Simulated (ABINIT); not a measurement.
# PtS2 (P-3m1) in ABINIT: single point with PBEsol

Aim: the single point of PtS2 with PBEsol.

All numbers are computed with ABINIT 10.8.3 (patched build); they aren't measurements. Logs are shortened: lines on timing, memory, paths and dates and some standing lists are left out, and cuts for length are marked. The log counts tension as positive stress, the text compression.

**1. Starting point**

The structure is trigonal, space group P-3m1 (No. 164). The conventional cell has a = 3.543 Å, b = 3.543 Å, c = 5.039 Å, α = 90.00°, β = 90.00°, γ = 120.00°. Around Pt (site symmetry -3m) lie 6 S at 2.34 Å. S (site symmetry 3m) is surrounded by 3 Pt at 2.34 Å.

**2. Single point, PBEsol**

File run.abi:

```
pp_dirpath "./"
pseudos "Pt.upf, S.upf"

acell 6.6956776048 6.6956776048 9.5219519968
rprim
     1.0000000000     0.0000000000     0.0000000000
    -0.5000000000     0.8660254038     0.0000000000
     0.0000000000     0.0000000000     1.0000000000
ntypat 2
znucl 78 16
natom 3
typat 1 2 2
xred
     0.0000000000     0.0000000000     0.0000000000
     0.6666666667     0.3333333333     0.7730000000
     0.3333333333     0.6666666667     0.2270000000

ecut 1034.032677 eV

kptopt 1
ngkpt 7 7 4
nshiftk 1
shiftk 0.0 0.0 0.0

ixc -116133

nband 19
occopt 3
tsmear 0.05 eV

nstep 100
tolvrs 1.0e-10

iomode 3
prtwf 0
prtden 0
prteig 0
prtebands 0
enunit 1
```

Potentials or basis: PseudoDojo NC SR PBEsol v0.4.1 standard.

Command:

```sh
$ abinit run.abi > log 2>&1
```

run.abo:

```text
.Version 10.8.3 of ABINIT
 Symmetries : space group P-3 m 1 (#164); Bravais hP (primitive hexag.)
================================================================================
 Values of the parameters that define the memory need of the present run
     intxc =       0    ionmov =       0      iscf =       7    lmnmax =       8
     lnmax =       8     mgfft =      54  mpssoang =       4    mqgrid =    3001
     natom =       3  nloc_mem =       1    nspden =       1   nspinor =       1
    nsppol =       1      nsym =      12    n1xccc =    2501    ntypat =       2
    occopt =       3   xclevel =       2
       mpw =        4154          nfft =       86400          nkpt =          28
================================================================================
================================================================================

--------------------------------------------------------------------------------
------------- Echo of variables that govern the present computation ------------
--------------------------------------------------------------------------------
 -outvars: echo values of preprocessed input variables --------
            acell      6.6956776048E+00  6.6956776048E+00  9.5219519968E+00 Bohr
              amu      1.95080000E+02  3.20660000E+01
             ecut      3.80000000E+01 Hartree
           enunit           1
              ixc     -116133
         kptrlatt        7    0    0      0    7    0      0    0    4
          kptrlen      3.80878080E+01
            natom           3
            nband          19
            ngfft          40      40      54
             nkpt          28
            nstep         100
             nsym          12
           ntypat           2
           occopt           3
           prtden           0
        prtebands           0
           prteig           0
            prtwf           0
            rprim      1.0000000000E+00  0.0000000000E+00  0.0000000000E+00
                      -5.0000000000E-01  8.6602540380E-01  0.0000000000E+00
                       0.0000000000E+00  0.0000000000E+00  1.0000000000E+00
          spgroup         164
           tolvrs      1.00000000E-10
           tsmear      1.83746611E-03 Hartree
            typat      1  2  2
           xangst      0.0000000000E+00  0.0000000000E+00  0.0000000000E+00
                       1.7715999988E+00  1.0228337362E+00  3.8949923974E+00
                       9.2809962215E-17  2.0456674724E+00  1.1438075992E+00
            xcart      0.0000000000E+00  0.0000000000E+00  0.0000000000E+00
                       3.3478388024E+00  1.9328756338E+00  7.3604688935E+00
                       1.7538541034E-16  3.8657512676E+00  2.1614831033E+00
             xred      0.0000000000E+00  0.0000000000E+00  0.0000000000E+00
                       6.6666666667E-01  3.3333333333E-01  7.7300000000E-01
                       3.3333333333E-01  6.6666666667E-01  2.2700000000E-01
            znucl       78.00000   16.00000

================================================================================

 chkinp: Checking input parameters for consistency.

================================================================================
== DATASET  1 ==================================================================

--- !DatasetInfo
iteration_state: {dtset: 1, }
dimensions: {natom: 3, nkpt: 28, mband: 19, nsppol: 1, nspinor: 1, nspden: 1, mpw: 4154, }
cutoff_energies: {ecut:  38.0, pawecutdg:  -1.0, }
electrons: {nelect:   3.00000000E+01, charge:   0.00000000E+00, occopt:   3.00000000E+00, tsmear:   1.83746611E-03, }
meta: {optdriver: 0, ionmov: 0, optcell: 0, iscf: 7, paral_kgb: 0, }
...

 Real(R)+Recip(G) space primitive vectors, cartesian coordinates (Bohr,Bohr^-1):
 R(1)=  6.6956776  0.0000000  0.0000000  G(1)=  0.1493501  0.0862273  0.0000000
 R(2)= -3.3478388  5.7986269  0.0000000  G(2)=  0.0000000  0.1724546  0.0000000
 R(3)=  0.0000000  0.0000000  9.5219520  G(3)=  0.0000000  0.0000000  0.1050205
 Unit cell volume ucvol=  3.6969680E+02 bohr^3
 Angles (23,13,12)=  9.00000000E+01  9.00000000E+01  1.20000000E+02 degrees

 getcut: wavevector=  0.0000  0.0000  0.0000  ngfft=  40  40  54
         ecut(hartree)=     38.000   => boxcut(ratio)=   2.04367

--- Pseudopotential description ------------------------------------------------
- pspini: atom type   1  psp file is ./Pt.upf
12 -116133 3 -1 1358                          pspcod,pspxc,lmax,lloc,mmax
     nproj     2     2     2     2

- pspini: atom type   2  psp file is ./S.upf
12 -116133 2 -1 1146                          pspcod,pspxc,lmax,lloc,mmax
     nproj     2     2     2     0

   1.31929936E+03                                ecore*ucvol(ha*bohr**3)
--------------------------------------------------------------------------------

================================================================================

--- !BeginCycle
iteration_state: {dtset: 1, }
solver: {iscf: 7, nstep: 100, nline: 4, wfoptalg: 0, }
tolerances: {tolvrs: 1.00E-10, }
...

     iter   Etot(hartree)      deltaE(h)  residm     vres2
 ETOT  1  -152.31399192270    -1.523E+02 1.142E-01 1.495E+03
 ETOT  2  -152.13548254538     1.785E-01 2.828E-02 3.470E+03
 ETOT  3  -152.63189508820    -4.964E-01 5.050E-03 1.543E+01
 ETOT  4  -152.63390567572    -2.011E-03 1.025E-02 1.728E+00
 ETOT  5  -152.63407638775    -1.707E-04 6.559E-04 1.021E-01
 ETOT  6  -152.63409634893    -1.996E-05 9.451E-04 6.670E-03
 ETOT  7  -152.63409661812    -2.692E-07 3.722E-04 2.086E-03
 ETOT  8  -152.63409688343    -2.653E-07 5.037E-04 7.965E-05
 ETOT  9  -152.63409689093    -7.496E-09 1.834E-04 4.155E-07
 ETOT 10  -152.63409689097    -4.601E-11 2.342E-04 4.998E-08
 ETOT 11  -152.63409689098    -4.860E-12 8.164E-05 6.979E-11

 At SCF step   11       vres2   =  6.98E-11 < tolvrs=  1.00E-10 =>converged.

 Cartesian components of stress tensor (hartree/bohr^3)
  sigma(1 1)= -2.11712325E-04  sigma(3 2)=  0.00000000E+00
  sigma(2 2)= -2.11712325E-04  sigma(3 1)=  0.00000000E+00
  sigma(3 3)= -1.89800516E-04  sigma(2 1)=  0.00000000E+00

--- !ResultsGS
iteration_state: {dtset: 1, }
comment   : Summary of ground state results
lattice_vectors:
- [  6.6956776,   0.0000000,   0.0000000, ]
- [ -3.3478388,   5.7986269,   0.0000000, ]
- [  0.0000000,   0.0000000,   9.5219520, ]
lattice_lengths: [   6.69568,    6.69568,    9.52195, ]
lattice_angles: [ 90.000,  90.000, 120.000, ] # degrees, (23, 13, 12)
lattice_volume:   3.6969680E+02
convergence: {deltae: -4.860E-12, res2:  6.979E-11, residm:  8.164E-05, diffor: null, }
etotal    :  -1.52634097E+02
entropy   :   0.00000000E+00
fermie    :   2.96231997E-01
cartesian_stress_tensor: # hartree/bohr^3
- [ -2.11712325E-04,   0.00000000E+00,   0.00000000E+00, ]
- [  0.00000000E+00,  -2.11712325E-04,   0.00000000E+00, ]
- [  0.00000000E+00,   0.00000000E+00,  -1.89800516E-04, ]
pressure_GPa:   6.0139E+00
xred      :
- [  0.0000E+00,   0.0000E+00,   0.0000E+00, Pt]
- [  6.6667E-01,   3.3333E-01,   7.7300E-01,  S]
- [  3.3333E-01,   6.6667E-01,   2.2700E-01,  S]
cartesian_forces: # hartree/bohr
- [ -2.14478285E-28,  -3.71487287E-28,  -1.15648232E-18, ]
- [  1.07239143E-28,   1.85743644E-28,  -1.82341362E-02, ]
- [  1.07239143E-28,   1.85743644E-28,   1.82341362E-02, ]
force_length_stats: {min:   1.15648232E-18, max:   1.82341362E-02, mean:   1.21560908E-02, }
...

 Integrated electronic density in atomic spheres:
 ------------------------------------------------
 Atom  Sphere_radius  Integrated_density
    1        2.00000         14.46824849
    2        2.00000          3.90312466
    3        2.00000          3.90312466
================================================================================

 ----iterations are completed or convergence reached----

 Mean square residual over all n,k,spin=   18.203E-08; max=  81.644E-06
 reduced coordinates (array xred) for    3 atoms
       0.000000000000      0.000000000000      0.000000000000
       0.666666666667      0.333333333333      0.773000000000
       0.333333333333      0.666666666667      0.227000000000
 rms dE/dt=  8.1847E-02; max dE/dt=  1.7362E-01; dE/dt below (all hartree)
    1       0.000000000000      0.000000000000      0.000000000000
    2      -0.000000000000     -0.000000000000      0.173624569688
    3      -0.000000000000     -0.000000000000     -0.173624569688

 cartesian coordinates (angstrom) at end:
    1      0.00000000000000     0.00000000000000     0.00000000000000
    2      1.77159999880500     1.02283373622479     3.89499239737218
    3      0.00000000000000     2.04566747244957     1.14380759922831

 cartesian forces (hartree/bohr) at end:
    1     -0.00000000000000    -0.00000000000000    -0.00000000000000
    2      0.00000000000000     0.00000000000000    -0.01823413620927
    3      0.00000000000000     0.00000000000000     0.01823413620927
 frms,max,avg= 8.5956542E-03 1.8234136E-02   0.000E+00  0.000E+00  0.000E+00 h/b

 cartesian forces (eV/Angstrom) at end:
    1     -0.00000000000000    -0.00000000000000    -0.00000000000000
    2      0.00000000000000     0.00000000000000    -0.93763698316137
    3      0.00000000000000     0.00000000000000     0.93763698316137
 frms,max,avg= 4.4200631E-01 9.3763698E-01   0.000E+00  0.000E+00  0.000E+00 e/A
 length scales=  6.695677604800  6.695677604800  9.521951996800 bohr
              =  3.543199997610  3.543199997610  5.038799996600 angstroms
 Fermi (or HOMO) energy (eV) =   8.06088   Average Vxc (eV)= -11.16473
 Eigenvalues (   eV  ) for nkpt=  28  k points:
 kpt#   1, nband= 19, wtk=  0.00510, kpt=  0.0000  0.0000  0.0000 (reduced coord)
 -91.98633  -46.14683  -46.14683  -45.97170   -7.88716   -4.58880    0.62055    0.62055
   0.75013    3.70033    3.70033    5.90708    6.56364    6.56364    7.58072   10.15114
  10.15114   12.34689   13.30040
 prteigrs : prtvol=0 or 1, do not print more k-points.

--- !EnergyTerms
iteration_state     : {dtset: 1, }
comment             : Components of total free energy in Hartree
kinetic             :  4.49887589680631E+01
hartree             :  4.46553274588821E+01
xc                  : -2.99716820548307E+01
Ewald energy        : -8.93083635251014E+01
psp_core            :  3.56859829287184E+00
local_psp           : -1.37570619940945E+02
non_local_psp       :  1.10038853819386E+01
internal            : -1.52634095419122E+02
'-kT*entropy'       : -1.47185498446385E-06
total_energy        : -1.52634096890977E+02
total_energy_eV     : -4.15338536480685E+03
band_energy         : -1.54049188066644E+01
...

 Cartesian components of stress tensor (hartree/bohr^3)
  sigma(1 1)= -2.11712325E-04  sigma(3 2)=  0.00000000E+00
  sigma(2 2)= -2.11712325E-04  sigma(3 1)=  0.00000000E+00
  sigma(3 3)= -1.89800516E-04  sigma(2 1)=  0.00000000E+00

-Cartesian components of stress tensor (GPa)         [Pressure=  6.0139E+00 GPa]
- sigma(1 1)= -6.22879164E+00  sigma(3 2)=  0.00000000E+00
- sigma(2 2)= -6.22879165E+00  sigma(3 1)=  0.00000000E+00
- sigma(3 3)= -5.58412396E+00  sigma(2 1)=  0.00000000E+00

== END DATASET(S) ==============================================================
================================================================================

 -outvars: echo values of variables after computation  --------
            acell      6.6956776048E+00  6.6956776048E+00  9.5219519968E+00 Bohr
           etotal     -1.5263409689E+02
            fcart     -2.1447828541E-28 -3.7148728745E-28 -1.1564823173E-18
                       1.0723914271E-28  1.8574364372E-28 -1.8234136209E-02
                       1.0723914271E-28  1.8574364372E-28  1.8234136209E-02
            rprim      1.0000000000E+00  0.0000000000E+00  0.0000000000E+00
                      -5.0000000000E-01  8.6602540380E-01  0.0000000000E+00
                       0.0000000000E+00  0.0000000000E+00  1.0000000000E+00
           strten     -2.1171232473E-04 -2.1171232507E-04 -1.8980051576E-04
                       0.0000000000E+00  0.0000000000E+00  0.0000000000E+00
           xangst      0.0000000000E+00  0.0000000000E+00  0.0000000000E+00
                       1.7715999988E+00  1.0228337362E+00  3.8949923974E+00
                       9.2809962215E-17  2.0456674724E+00  1.1438075992E+00
             xred      0.0000000000E+00  0.0000000000E+00  0.0000000000E+00
                       6.6666666667E-01  3.3333333333E-01  7.7300000000E-01
                       3.3333333333E-01  6.6666666667E-01  2.2700000000E-01
 Calculation completed.
```

Run time: 69 s. Hardware: 1 thread of Arm Neoverse V2, shared host; peak memory 0.11 GiB.

Results:

```yaml
Free_energy: -4153.3854 eV
Pressure: 6.0 GPa
Largest_force: 0.938 eV/Å
Band_gap_on_the_k_mesh: 0.76 eV, indirect (least direct gap 0.93 eV)
Valence_electrons_inside_the_program's_atomic_spheres: Pt 14.47; S 3.90
```

Forces on the atoms (eV/Å):
```
Pt   0.000  0.000  0.000
S    0.000  0.000 -0.938
S    0.000  0.000  0.938
```

Stress tensor (GPa, compression positive):
```
6.23 0.00 0.00
0.00 6.23 0.00
0.00 0.00 5.58
```

Caveat: spin-orbit coupling is left out, which moves the levels of the heavy elements; an odd mesh through Γ misses points on the zone boundary, where band edges often lie.
